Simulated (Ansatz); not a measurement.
# 3 trial structures of N

3 cells of N were relaxed with r2SCAN+rVV10 in Ansatz. The values are computed, spin-unpolarised, and not measurements.

database R-3c (16 atoms):
```
CELL_PARAMETERS angstrom
4.66087 2.69095 4.28152
-4.66087 2.69095 4.28152
0.00000 -5.38191 4.28152
ATOMIC_POSITIONS crystal
N 0.56308 0.04110 0.71863
N 0.95890 0.28137 0.43692
N 0.71863 0.56308 0.04110
N 0.95745 0.95745 0.95745
N 0.54110 0.06308 0.21863
N 0.78137 0.45890 0.93692
N 0.28137 0.43692 0.95890
N 0.04255 0.04255 0.04255
N 0.45890 0.93692 0.78137
N 0.54255 0.54255 0.54255
N 0.43692 0.95890 0.28137
N 0.45745 0.45745 0.45745
N 0.04110 0.71863 0.56308
N 0.93692 0.78137 0.45890
N 0.21863 0.54110 0.06308
N 0.06308 0.21863 0.54110
```

database P4_2/mnm (4 atoms):
```
CELL_PARAMETERS angstrom
3.96097 0.00000 0.00000
0.00000 3.96097 0.00000
0.00000 0.00000 5.13318
ATOMIC_POSITIONS crystal
N 0.90241 0.90241 0.00000
N 0.59759 0.40241 0.50000
N 0.09759 0.09759 0.00000
N 0.40241 0.59759 0.50000
```

database P6_3/mmc (4 atoms):
```
CELL_PARAMETERS angstrom
3.57926 0.00000 0.00000
-1.78963 3.09973 0.00000
0.00000 0.00000 7.64099
ATOMIC_POSITIONS crystal
N 0.33333 0.66667 0.32158
N 0.33333 0.66667 0.17842
N 0.66667 0.33333 0.82158
N 0.66667 0.33333 0.67842
```

Energies are counted from the lowest cell, each relaxed with the functional named (k spacing about 0.3 1/Å); gaps are on the r2SCAN+rVV10 cells (d direct, i indirect).
```csv
structure,space group,volume (Å³/atom),"E, r2SCAN+rVV10 (meV/atom)","gap, r2SCAN (eV)","gap, HSE06 (eV)","gap, PBE0 (eV)"
database R-3c (16 atoms),R-3c,20.14,1,7.95 i (Γ → S₀),9.62 i (Γ → S₀),10.43 i (Γ → S₀)
database P4_2/mnm (4 atoms),P4_2/mnm,20.13,0,7.49 i (A → Γ),9.12 i (M–A (0.98) → Γ),9.92 i (A → Γ)
database P6_3/mmc (4 atoms),P6_3/mmc,21.19,10,7.73 i (K–Γ (0.53) → M),9.37 i (K–Γ (0.53) → M),10.17 i (K–Γ (0.53) → M)
```

With r2SCAN+rVV10 the two lowest, database P4_2/mnm (4 atoms) and database R-3c (16 atoms), differ by 1 meV an atom, less than the 3 meV that these k meshes can be trusted to. Other structures, not computed here, could lie lower.

Against database P4_2/mnm (4 atoms) (HSE06 gap 9.12 eV): database R-3c (16 atoms) +0.50 eV at 0.0 % volume; database P6_3/mmc (4 atoms) +0.25 eV at +5.3 % volume.

Where an edge lies off the special points, it is a point of the mesh or the k point where a search put PBE's edge or least direct gap, reused for the other functionals, whose own edges may lie a little apart.

The meshes of the hybrids are coarse, so their gaps aren't converged to the digits shown.
